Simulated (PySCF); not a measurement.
One of the candidates below gave these computed data.

All candidates are C6H6O.

| technique | computed result |
| --- | --- |
| Rotational structure | rotational constants A, B, C: 5.730, 2.647, 1.811 GHz [GFN2-xTB] |
| 13C NMR | chemical shifts (computed TMS as zero) by class: 163.8 (1 C), 135.3 (2 C), 124.8 (1 C), 118.7 (2 C) ppm [GIAO PBE0/pcSseg-1] |
| NMR, other nuclei | isotropic shieldings of nuclei other than C and H, by class: 210 (1 O) ppm [GIAO PBE0/pcSseg-1] |
| Dipole | 1.36 D [PBE0/pcSseg-1] |
| 1H NMR | chemical shifts (computed TMS as zero) by class: 7.53 (2 H), 7.11 (1 H), 6.95 (2 H), 4.22 (1 H) ppm [GIAO PBE0/pcSseg-1] |

Gas-phase values; electronic properties from PySCF, density fitting. Levels stand in brackets. Geometry: GFN2-xTB, one conformer, isolated molecule. Each NMR value is the plain mean over a class of atoms that symmetry, rotation or inversion makes alike.

Question: Which candidate is it?
A. `C=C(C)c1cc1=O`
B. `C=C(C)C#CC=O`
C. `Oc1ccccc1`

Answer: C. It is `Oc1ccccc1`. Numbering: `[OH:1][c:2]1[cH:3][cH:4][cH:5][cH:6][cH:7]1`. Its formula, C6H6O, gives 4 degrees of unsaturation: 1 ring and 3 π bonds in the structure found (Kekulé form). 6 carbons fall into 4 classes; from least to most shielded: aromatic carbon bearing oxygen [C2] (163.8 ppm), aromatic CH carbon [C4/C6] (135.3 ppm, 2 C), aromatic CH carbon [C5] (124.8 ppm), aromatic CH carbon [C3/C7] (118.7 ppm, 2 C, up to 2.1 ppm apart in this geometry). Hydrogen classes from least to most shielded: 2 H on the meta carbons, C4/C6 (7.53 ppm), 1 H on the para carbon, C5 (7.11 ppm), 2 H on the ortho carbons, C3/C7 (6.95 ppm), 1 H on a phenol-type oxygen, O1 (4.22 ppm). The other shieldings belong to: 210 ppm, phenol-type oxygen [O1]. The optimised geometry has point group Cs and is an asymmetric top.

The others, at the same levels:
- `C=C(C)c1cc1=O` fails: it has 6 carbon classes against 4; its computed 13C shifts are 174.4 (1 C), 152.5 (1 C), 152.4 (1 C), 142.9 (1 C), 136.0 (1 C), 21.9 (1 C) ppm, 1H shifts are 8.57 (1 H), 6.49 (1 H), 6.34 (1 H), 2.16 (3 H) ppm and smallest rotational constant is 1.398 GHz (against 1.811 GHz).
- `C=C(C)C#CC=O` fails: it has 6 carbon classes against 4; its computed 13C shifts are 180.7 (1 C), 141.5 (1 C), 134.1 (1 C), 102.0 (1 C), 95.3 (1 C), 26.0 (1 C) ppm, 1H shifts are 9.72 (1 H), 6.22 (1 H), 6.14 (1 H), 2.10 (3 H) ppm and rotational constant A is 7.988 GHz (against 5.730 GHz).

Each candidate is one conformer, not necessarily the lowest. Dipoles, sizes and rotational constants follow the conformer. The torsions of the flexible species, by atom-mapped SMILES:
- `[OH:1][c:2]1[cH:3][cH:4][cH:5][cH:6][cH:7]1`: H–O1–C2–C3 180°
- `[CH2:1]=[C:2]([CH3:3])[c:4]1[cH:5][c:6]1=[O:7]`: C1–C2–C4–C5 180°
